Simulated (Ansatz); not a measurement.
Consider the following.

```
CELL_PARAMETERS angstrom
      2.69699     0.00000     0.00000
     -1.34850     2.33567     0.00000
      0.00000     0.00000     4.37952
ATOMIC_POSITIONS crystal
  Be 0.66667 0.33333 0.00147
  Be 0.33333 0.66667 0.50147
  O  0.66667 0.33333 0.62373
  O  0.33333 0.66667 0.12373
```

No spin polarisation.

Method: PBEsol, PAW, 420 eV (Ansatz, an electronic-structure program; no spin-orbit coupling). k-mesh 14×14×8 (Γ-centred); smearing 0.05 eV (Fermi–Dirac).

### Question
Predict the valence-band top at Γ and electron mass.

### Answer
- Valence-band top at Γ (three highest levels, from the VBM): 0.00, -0.04, -0.04 eV
- Electron mass: 0.54 mₑ along k, 0.61 mₑ across (at Γ)

The levels and masses belong to the bands next to the band gap. Load acts through the strain it causes; cell and atoms are relaxed under it. Effective masses come from finite differences of ±0.01 Å⁻¹. Along k means along the line from Γ to the band edge. Whether these cells are dynamically stable was not tested. The cell was made from BeO in the wurtzite structure (space group P6_3mc, No. 186) by this change: pressure −1 GPa.
